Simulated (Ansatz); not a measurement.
# MnO2 (P4_2/mnm): equation of state

An exercise on one series of results from a longer session: the logs are not shown, and one member is left open.

Program: Ansatz 0.2.0. Level of theory: DFT PBE+U (U_eff = 3.9 eV on Mn 3d), scalar-relativistic, plane waves, PAW. These are calculated values, not measurements.

## The structure to begin with

Symmetry: P4_2/mnm, No. 136, tetragonal system. Conventional cell: a = 4.435 Å, b = 4.435 Å, c = 2.930 Å, α = 90.00°, β = 90.00°, γ = 90.00°. Mn (site symmetry mmm) has 6 O at 1.90 to 1.92 Å as nearest neighbours. Around O (site symmetry m2m) lie 3 Mn at 1.90 to 1.92 Å.

As a file:

```xyz
6
Lattice="4.4350 0.0000 0.0000 0.0000 4.4350 0.0000 0.0000 0.0000 2.9300" Properties=species:S:1:pos:R:3 pbc="T T T"
Mn    0.0000    0.0000    0.0000
Mn    2.2175    2.2175    1.4650
O     1.3570    1.3570    0.0000
O     0.8605    3.5745    1.4650
O     3.0779    3.0779    0.0000
O     3.5745    0.8605    1.4650
```

An earlier run at PBE+U (U_eff = 3.9 eV on Mn 3d) left this cell at 9.605 Å³/atom and 0.00 GPa (6×6×8 mesh). The large moments point both ways and cancel.

Volume factors to run: 0.980, 1.020, 0.960, 1.040.

The first run:

Input file input.yaml:

```yaml
crystal:
  lattice:
    - [4.4051900297, 1.6e-08, 0.0]
    - [1.6e-08, 4.4051900297, 0.0]
    - [0.0, 0.0, 2.9103603505]
  atoms:
    - { symbol: Mn, position: [0.0, 0.0, 0.0], spin: 2.89 }
    - { symbol: Mn, position: [0.5, 0.5, 0.5], spin: -2.89 }
    - { symbol: O, position: [0.3059815713, 0.3059815713, 0.0] }
    - { symbol: O, position: [0.1940184293, 0.8059815707, 0.5] }
    - { symbol: O, position: [0.6940184287, 0.6940184287, 0.0] }
    - { symbol: O, position: [0.8059815707, 0.1940184293, 0.5] }
basis:
  ecutwfc: 420
  ecutrho_ratio: 4
kpoints:
  mp_grid: { grid: [6, 6, 8] }
hamiltonian:
  xc: pbe
  hubbard:
    sites:
      - { species: Mn, l: d, u_eff: 3.9, starting_ns: start.occupation_matrices }
    ns_hold: { iters: 6 }
scf:
  occupations: { method: gaussian, width: 0.05 }
  lower_state_search: "off"
output:
  forces: true
  stress: true
  eigenvalues: true
  populations: true
magnetization:
  spin_polarized: true
relax:
  f_tol: 0.01
  max_steps: 40
  cell: { stress_tol: 0.1, fix: [volume] }
```

The open shells start from the occupation matrices of the run at the neighbouring geometry (file start.occupation_matrices).

Run with:

```console
$ ansatz run input.yaml --threads 4 --pin off --max-ram 10240MiB --backend cpu --events-out ev --progress --plain --runs-dir out
```

Steps of the session up to this table: At 0.980 of the relaxed volume; Volume × 1.020; Scaling the volume by 0.960; At 1.040 of the relaxed volume.

One table of the session follows, with a row left open; its other results are not shown here.

It belongs to the step «Energy and pressure against volume». 

```
volume (Å³/atom)  energy (meV/atom)  pressure (GPa)  gap (eV)  moment of atom 1 (μB)
           9.221              10.78            9.36      0.42                   2.56
           9.413                  ?               ?         ?                      ?
           9.605               0.00            0.00      0.23                   2.62
           9.797               2.35           -3.88      0.14                   2.66
           9.989               9.13           -7.27      0.05                   2.69
```

**Question.** Estimate the row for volume (Å³/atom) = 9.413.

Worked estimate for «energy (meV/atom)». A straight line through the neighbours (9.221, 10.78) and (9.605, 0.00) gives 10.78 + (0.00 − 10.78) × (9.413 − 9.221) / (9.605 − 9.221) = 5.39; a parabola fitted to 3 rows on both sides gives 2.81.

**Answer.** energy (meV/atom): 2.58; pressure (GPa): 4.39; gap (eV): 0.33; moment of atom 1 (μB): 2.59. In «energy (meV/atom)» the line misses by +2.81 and the parabola by +0.23.

Caveats from the session: Warnings in the runs' records: symmetry narrowed by occupation matrices, stability check not made.
